The bulk modulus B tells how hard a solid resists uniform squeezing. It is the pressure needed per relative loss of volume, for small losses:

B = −V dP/dV

Here V is the volume per atom and P the pressure. The table sets moduli computed with the density functional AM05, an approximate rule for the exchange and correlation energy of the electrons, beside measured ones.

ABINIT 10.8.3, Kohn-Sham DFT with the AM05 functional for periodic crystals, without spin polarisation or spin-orbit coupling and with Fermi-Dirac smearing of 0.05 eV. Each computed bulk modulus comes from a fit to the energies at seven volumes, from 6% below to 6% above that of the given cell, and applies at the volume of lowest fitted energy.

```
formula  space group  volume of the given cell (Å³/atom)                      potentials or basis  wave cutoff (eV)    k-mesh  computed bulk modulus (GPa)  measured bulk modulus (GPa)                                                                                                                what was measured, and how                         source  computed over measured, less one (%)
     Al        Fm-3m                               16.60  PseudoDojo NC SR PBEsol v0.4.1 standard               544  11x11x11                         88.8                         76.9                                                                                         bulk modulus; literature experiment; bulk crystal             pmc:3831299 (2013)                                  15.5
     Cu        Fm-3m                               11.81                         JTH PAW PBE v2.0               544  13x13x13                        166.5                          139                                    from linear fit of volume against pressure, 5 to 33 MPa; synchrotron powder XRD under pressure; powder            pmc:10161880 (2023)                                  19.8
    BAs        F-43m                               13.63                         JTH PAW PBE v2.0               408  10x10x10                        139.3                          148                                                                                   literature experimental value; not stated; bulk crystal        arXiv:1911.11281 (2019)                                  -5.9
     BP        F-43m                               11.68  PseudoDojo NC SR PBEsol v0.4.1 standard              1034  10x10x10                        168.1                          174                                                       B0, Murnaghan EOS fit with V0 fixed at 93.45 A^3; XRD in diamond anvil cell; powder        arXiv:1505.05714 (2015)                                  -3.4
     Ta        Im-3m                               18.01                         JTH PAW PBE v2.0               517  11x11x11                        210.5                          194                                                                        experimental value at ambient conditions; not stated; bulk crystal        arXiv:1910.08312 (2019)                                   8.5
    SiC        F-43m                               10.35                         JTH PAW PBE v2.0               544  10x10x10                        221.4                          225                                                                                   bulk modulus B; quoted earlier experiment; bulk crystal             pmc:9505936 (2022)                                  -1.6
     Rh        Fm-3m                               13.67                         JTH PAW PBE v2.0               544  12x12x12                        297.8                          264                                                                                              K0 from ultrasound; ultrasound; bulk crystal            pmc:11535440 (2024)                                  12.8
      W        Im-3m                               15.85                         JTH PAW PBE v2.0               408  12x12x12                        321.6                          307  isotropic polycrystalline bulk modulus K, bounded above by the literature value in the fit; surface Brillouin spectroscopy; bulk crystal        arXiv:1710.07581 (2017)                                   4.8
     Ir        Fm-3m                               14.06                         JTH PAW PBE v2.0               435  12x12x12                        399.2                          339                                                     B0 at ambient pressure, third-order Birch-Murnaghan; high-pressure powder XRD; powder             pmc:6586894 (2019)                                  17.8
     BN        F-43m                                5.96                         JTH PAW PBE v2.0               680  13x13x13                        386.1                          395                                                                     isothermal B0, Vinet fit; equation-of-state measurement; bulk crystal         arXiv:1208.3664 (2012)                                  -2.3
      C        Fd-3m                                5.67  PseudoDojo NC SR PBEsol v0.4.1 standard              1116  13x13x13                        450.5                          442                                                                                  B0 from ultrasound; ultrasonic measurement; bulk crystal  arXiv:cond-mat/0702656 (2007)                                   1.9
```

(a) Do the errors look like scatter, or do they follow a property of the crystals? Is that property the stiffness itself?

Solution. Random errors should tend to fall on both sides of zero in each group of crystals. Among the metals they don't. All six metals (Al, Cu, Ta, Rh, W, Ir) come out too stiff, on average by 13% of the measured value. The other five crystals, which are bound covalently and have an energy gap in the calculation, err by −2% on average.

Stiffness isn't what sorts the rows. Iridium and boron nitride have nearly equal computed moduli, 399 and 386 GPa, yet iridium lies 18% above its measured value and boron nitride 2% below. The error goes with the kind of bonding. The order within the covalent group should not be read further, since measured moduli can differ by a few percent between samples and methods.

Copper's error of 20% is uncertain in size. Only one of its computed volumes lies below the energy minimum, so the curve is poorly held on that side. The computed pressures near the minimum, which are themselves not fully converged for copper, give 157 GPa instead of 166.5 GPa, which would still be 13% above measurement. Both ways show an excess, but its exact height isn't settled.

(b) Each computed modulus belongs to the volume V0 at which the computed energy is lowest. In every row V0 is smaller than the volume of the given cell. How much stiffness can such a shortfall create, and does it account for the metals?

Solution. Consider first a solid whose modulus stays the same under compression. For it, a volume error would do no harm to B. Real solids stiffen as they are squeezed, and the measure of this is B0′, the gain in modulus per gain in pressure.

A simple model shows what sets the size of B0′. Let the energy consist of a repulsion that varies as 1/Vᵐ and an attraction that varies as 1/Vⁿ. At the minimum this gives

B0′ = m + n + 2

In a uniform electron gas with point-like ions, the kinetic energy repels with m = 2/3 and the electrostatic attraction has n = 1/3, so B0′ = 3. In a real crystal the outer electrons are also kept out of the filled inner shells, and the outer orbitals of neighbouring atoms overlap. Such contributions can vary more steeply with volume, which means larger exponents. Values above 3 are therefore no surprise, and the computed energy curves give 3.7 for diamond up to 5.6 for iridium.

If B0′ stays constant over the small change of volume, its definition and that of B combine to dB/B = −B0′ dV/V. Integration gives the Murnaghan form, in which B0 is the modulus at V0:

B(V) = B0 (V0/V)^B0′

One percent of volume thus costs about four to six percent of stiffness. One percent in the edge of the cell costs three times as much, because volume goes with the cube of the edge. This is why a calculation can give a good-looking lattice constant and a poor modulus.

Aluminium serves as the worked case. Its computed volume is 3.75% too small and its B0′ is 4.40, so at the given cell

B = 88.8 GPa × (1 − 0.0375)^4.40 ≈ 75 GPa

The measured value is 76.9 GPa. An excess of about 15% has become a deficit of about 2%, although the cell edge was short by little more than 1%.

The same step brings every metal closer to its measured modulus, and the mean error of the six falls from 13% to about 1%. No measured modulus enters the step; V0, B0 and B0′ come from the computed energies of each crystal. A check that avoids the energy curve is the slope of the computed pressures across the given cell. It gives the same moduli within 3%, though the pressures of Cu, W and BN are less well converged. The printed output after this text shows both ways row by row.

The agreement has a limit, and it lies in iridium. The other five metals end within about 4% of measurement, whereas iridium stays 12% too stiff. Because of this one row, subtracting one common percentage from the errors of all six metals would leave a typical error of 5.2%, no worse than the 5.7% left by the volume step. The size of the scatter therefore doesn't single out volume as the cause. The case for it rests on the directly computed loss of stiffness when each metal is widened to its given cell.

(c) Apply the same step to the covalent crystals. Is the volume the whole failure? Why are the computed volumes short, and how can a reader tell one kind of error from another?

Solution. If a short volume were the only fault, the covalent crystals too should move towards measurement. Instead all five end up too soft at the given cell, by 6% on average. Silicon carbide and diamond miss by only 3% and 2% there. Boron arsenide, boron phosphide and boron nitride miss by 8 to 9%. In these three, two errors appear to offset each other in part at the computed minimum. The crystal is too small, which stiffens it, but at a fixed volume its energy curve bends too weakly, which softens it.

Boron phosphide is the clearest example. The given cells come from databases and need not all be measured ones, but here the cell can be checked: the measurement used 93.45 Å³ for eight atoms, and 93.45/8 = 11.68 Å³ per atom is just the volume in the table. At that volume the computed modulus is 8% too low, against 3% at the computed minimum. The cells of boron arsenide and boron nitride weren't checked in this way, so the size of their deficits is less certain. The cause of the deficits is left open by these runs. The measured modulus of boron phosphide comes from a fit to data under pressure and has an uncertainty of its own. On the computed side the cause may be the functional, or the atomic potentials, which were made for related functionals and not for AM05. A part is expected from the vibrations of the atoms, which the calculation leaves out: their energy rises ever faster under compression and so adds to the measured stiffness.

The short volumes can have at least two sources, which these runs don't separate. The first is the functional. The simplest one, which treats each point as part of a uniform electron gas, usually binds solids too tightly. Corrections for the uneven density loosen the bonds, and AM05 loosens them less than the common functional PBE does. Some overbinding can therefore remain, though not necessarily in every crystal.

The second source is the motion of the atoms. The calculation holds them still, whereas in a real crystal they vibrate even at absolute zero and more strongly at room temperature. Since atoms resist approach more than separation, vibration pushes them apart on average. In aluminium this is expected to widen the volume by roughly two percent, a good part of the shortfall found above. The functional shouldn't be blamed for all of it. Diamond, with its stiff bonds and light atoms, expands far less on warming, though its zero-point motion is strong.

Stronger expansion on warming may help to explain why the metals suffer more on average: their volumes fall short by 2.4%, those of the covalent crystals by 1.0%. Bonding alone doesn't fix the shortfall, however. Boron phosphide, whose given cell is a measured one, falls short by slightly more than tungsten does, and yet its modulus isn't too high. The two groups differ also in what happens at fixed volume, where most of the metals are within about 4% of measurement and three of the five covalent crystals are 8 to 9% too soft.

Iridium shows a third pattern, an excess that outlives the change of volume. Part of it may lie in the reference. The value used comes from a powder under high pressure, where the modulus and B0′ are usually fitted together, so that an error in one can be offset by the other. Nor was the given cell of iridium checked against a measured one. The rest has no tested explanation. The program also warned that the atomic spheres overlap in iridium, as they do in boron nitride, and the effect of this on the modulus wasn't tested.

The way to recognise the failure is to compare moduli twice, once at the computed minimum and once at a trustworthy measured volume. An error that nearly vanishes at the measured volume most likely came in through the size of the crystal; aluminium behaves this way at its given cell. One that appears or grows there, as in boron phosphide, had been hidden by that size. One that stays, as in iridium, must be sought in the bending of the energy curve or in the measurement. The second comparison is a diagnosis and no general repair: it improves all six metals but worsens every covalent crystal except diamond, whose error merely changes sign.

The analysis program printed:

```
Modulus moved from the computed minimum to the given cell:
  row  volume short by %    B0'  stiffening from volume %  error at minimum %  B at given cell GPa  error there %  B from pressures there GPa  its error %
   Al              3.745  4.404                     18.31                15.5                75.06         -2.396                       74.92       -2.571
   Cu              4.198  5.134                     24.63                19.8                133.6         -3.887                       129.7       -6.691
  BAs             0.5633  4.093                     2.339                -5.9                136.1          -8.03                       136.6       -7.713
   BP              1.327  3.789                     5.193                -3.4                159.8          -8.16                         160        -8.07
   Ta              2.343  4.216                     10.51                 8.5                190.5         -1.816                       189.8       -2.167
  SiC             0.4469  3.784                     1.709                -1.6                217.7         -3.254                       217.5        -3.33
   Rh              1.744   4.54                     8.316                12.8                274.9          4.142                       277.5         5.11
    W               1.23   3.91                      4.96                 4.8                306.4        -0.1942                       305.6      -0.4537
   Ir              0.842  5.568                     4.821                17.8                380.8          12.34                       378.9        11.76
   BN              1.735  3.786                     6.853                -2.3                361.3         -8.522                       360.5       -8.737
    C             0.9984  3.686                     3.767                 1.9                434.1         -1.777                       434.2       -1.762
Mean error of the metals at their own minimum (%): 13.2
Mean error of the metals at the given cell (%): 1.365
Mean error of the gapped crystals at their own minimum (%): -2.26
Mean error of the gapped crystals at the given cell (%): -5.949
Mean shortfall of volume in the metals (%): 2.351
Mean shortfall of volume in the gapped crystals (%): 1.014
Rms error of all six metals at the given cell (%): 5.681
Rival, rms scatter of the six metal errors about one common percentage (%): 5.209
Rms error of the gapped crystals at their own minimum (%): 3.401
Rms error of the gapped crystals at the given cell (%): 6.594
Largest difference between the two ways to the modulus at the given cell (%): 2.917
Cu modulus from the pressures near its minimum (GPa): 156.8
Cu error with that modulus (%): 12.84
Ir error at its minimum against a rough recalled 360 GPa (%): 10.89
Ir error at the given cell against a rough recalled 360 GPa (%): 5.789
```
